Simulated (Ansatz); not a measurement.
Structure: LiCl built on the zincblende prototype, at its r2SCAN minimum. The symmetry is F-43m (No. 216, cubic); conventional cell a = 5.466 Å, 20.41 Å³ an atom. Around Li lie 4 Cl at 2.37 Å; around Cl lie 4 Li at 2.37 Å.

```cif
data_structure
_symmetry_space_group_name_H-M 'F-43m'
_symmetry_Int_Tables_number 216
_cell_length_a 5.4661
_cell_length_b 5.4661
_cell_length_c 5.4661
_cell_angle_alpha 90.000
_cell_angle_beta 90.000
_cell_angle_gamma 90.000
_cell_volume 163.32
loop_
_atom_site_label
_atom_site_type_symbol
_atom_site_symmetry_multiplicity
_atom_site_Wyckoff_symbol
_atom_site_fract_x
_atom_site_fract_y
_atom_site_fract_z
_atom_site_occupancy
Li1 Li 4 a 0.00000 0.00000 0.00000 1
Cl1 Cl 4 d 0.25000 0.25000 0.75000 1
```

3 runs of Ansatz on this cell differ in the functional (and in the settings that go with it). Levels are in eV from each run's valence top; v1 is the last filled band, c1 the first empty one.

Run A, mean stress -2.0 GPa (compression positive):

| point | v5 | v3 | v1 | c1 | c2 | c3 |
| --- | --- | --- | --- | --- | --- | --- |
| Γ | -41.79 | 0.00 | 0.00 | 5.63 | 9.80 | 9.80 |
| X | -41.79 | -1.71 | -0.88 | 6.23 | 9.30 | 13.13 |
| U | -41.79 | -1.58 | -0.70 | 7.25 | 9.88 | 12.14 |
| L | -41.79 | -2.12 | -0.30 | 8.00 | 9.98 | 9.98 |
| W | -41.79 | -1.48 | -1.04 | 7.77 | 10.39 | 10.43 |

Run B, mean stress +0.7 GPa (compression positive):

| point | v5 | v3 | v1 | c1 | c2 | c3 |
| --- | --- | --- | --- | --- | --- | --- |
| Γ | -42.82 | 0.00 | 0.00 | 6.05 | 10.11 | 10.11 |
| X | -42.82 | -1.65 | -0.84 | 6.63 | 9.59 | 13.50 |
| U | -42.82 | -1.51 | -0.67 | 7.63 | 10.20 | 12.43 |
| L | -42.82 | -2.03 | -0.29 | 8.36 | 10.28 | 10.28 |
| W | -42.82 | -1.41 | -0.99 | 8.13 | 10.72 | 10.81 |

Run C, mean stress 0.0 GPa (compression positive):

| point | v5 | v3 | v1 | c1 | c2 | c3 |
| --- | --- | --- | --- | --- | --- | --- |
| Γ | -44.00 | 0.00 | 0.00 | 6.71 | 10.97 | 10.97 |
| X | -44.00 | -1.68 | -0.85 | 7.17 | 10.30 | 14.57 |
| U | -44.00 | -1.53 | -0.67 | 8.19 | 10.92 | 13.38 |
| L | -44.00 | -2.06 | -0.29 | 9.12 | 11.06 | 11.06 |
| W | -44.00 | -1.43 | -0.99 | 8.68 | 11.43 | 11.70 |

**Question.** Match the runs to LDA, PBE, r2SCAN.

**Answer.** A is LDA, B is PBE, C is r2SCAN. In order of the gap: LDA 5.63, PBE 6.05, r2SCAN 6.71 eV. The stress vanishes for r2SCAN, which relaxed the cell.

No spin polarisation and no zero-point or thermal motion; the cell was built from a prototype and may be hypothetical.
